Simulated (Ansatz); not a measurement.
**Al2O3: relaxation of cell and atoms with PBEsol**

The system is Al2O3.

```
CELL_PARAMETERS angstrom
3.01748 0.00000 0.00000
-1.50874 2.61322 0.00000
0.00000 0.00000 7.57464
ATOMIC_POSITIONS crystal
Al 0.00000 0.00000 0.72205
Al 0.00000 0.00000 0.27795
O 0.00000 0.00000 0.50000
O 0.66667 0.33333 0.80055
O 0.33333 0.66667 0.19945
```

Measurements of this composition are mostly on another form, of space group No. 167.

```yaml
Program: Ansatz 0.2.0
Task: relaxation of cell and atoms
Functional: PBEsol
Potentials_or_basis: Ansatz PAW
Cutoff: "420 eV (not typed: the program's choice for these potentials)"
k_mesh: 10 × 10 × 4
Occupations: fermi-dirac, width 0.05 eV
Spin: no spin polarisation
Target_pressure: 10 GPa
Target_pressure_GPa: 10
```

* Relaxed volume: 10.27 Å³/atom
* Relaxed cell: a = 2.934 Å, b = 2.934 Å, c = 6.886 Å, α = 90.00°, β = 90.00°, γ = 120.00°
* Space group after relaxing (to 0.05 Å): P-3m1 (No. 164)
* Energy change on relaxing (the enthalpy is what falls): +31.8 meV/atom
* Ionic steps: 10
* Pressure after relaxing: 10.0 GPa
* Band gap on the k mesh: 2.64 eV, direct

Forces in eV/Å, atoms in the order of the input:
```
Al   0.000  0.000  0.002
Al   0.000  0.000 -0.002
O    0.000  0.000  0.000
O    0.000  0.000 -0.001
O    0.000  0.000  0.001
```

The path:
| step | energy change (eV) | largest force (eV/Å) | volume (Å³) |
| --- | --- | --- | --- |
| 1 | 0.0000 | 0.1850 | 59.73 |
| 2 | 0.0146 | 0.2513 | 54.80 |
| 3 | 0.1766 | 0.2630 | 50.90 |
| 4 | 0.1169 | 0.0288 | 51.83 |
| 5 | 0.1277 | 0.0170 | 51.63 |
| 6 | 0.1269 | 0.0400 | 51.64 |
| 7 | 0.1289 | 0.0005 | 51.60 |
| 8 | 0.1438 | 0.0013 | 51.60 |
| 9 | 0.1578 | 0.0024 | 51.35 |
| 10 | 0.1589 | 0.0023 | 51.35 |

Final structure:
```cif
data_structure
_symmetry_space_group_name_H-M 'P 1'
_symmetry_Int_Tables_number 1
_cell_length_a 2.9344
_cell_length_b 2.9344
_cell_length_c 6.8864
_cell_angle_alpha 90.000
_cell_angle_beta 90.000
_cell_angle_gamma 120.000
_cell_volume 51.35
loop_
_atom_site_label
_atom_site_type_symbol
_atom_site_fract_x
_atom_site_fract_y
_atom_site_fract_z
_atom_site_occupancy
Al1 Al 0.00000 0.00000 0.74059 1
Al2 Al 0.00000 0.00000 0.25941 1
O1 O 0.00000 0.00000 0.50000 1
O2 O 0.66667 0.33333 0.82746 1
O3 O 0.33333 0.66667 0.17254 1
```

Levels at points of the mesh, in eV from the valence-band top:
```
             k point  band 9  band 10  band 11  band 12  band 13  band 14  band 15  band 16
  (0.00, 0.00, 0.00)   -3.84    -2.14     0.00     0.00     2.64     5.05     7.81    10.93
 (0.00, 0.00, -0.50)   -3.61    -3.52     0.00     0.00     3.71     4.08     8.43     9.61
 (0.00, -0.50, 0.00)   -3.82    -3.22    -2.06    -0.57     4.22     6.53     8.45     9.80
(0.00, -0.50, -0.50)   -3.80    -3.63    -1.89    -0.55     5.13     5.29     8.62     9.16
```

Run time: 15 s on 2 threads of Arm Neoverse V2, with other jobs on the host, peak memory 0.35 GiB.

Caveat: the plane-wave basis is chosen anew once the cell has moved, so the energies of steps on either side of that aren't comparable; the pressure holds a Pulay correction of +0.7 GPa for the finite cutoff; the PAW data sets come from PBE, with cores solved anew for the run's functional, which leaves a small shift of forces and pressure. A k mesh can miss the band edges.
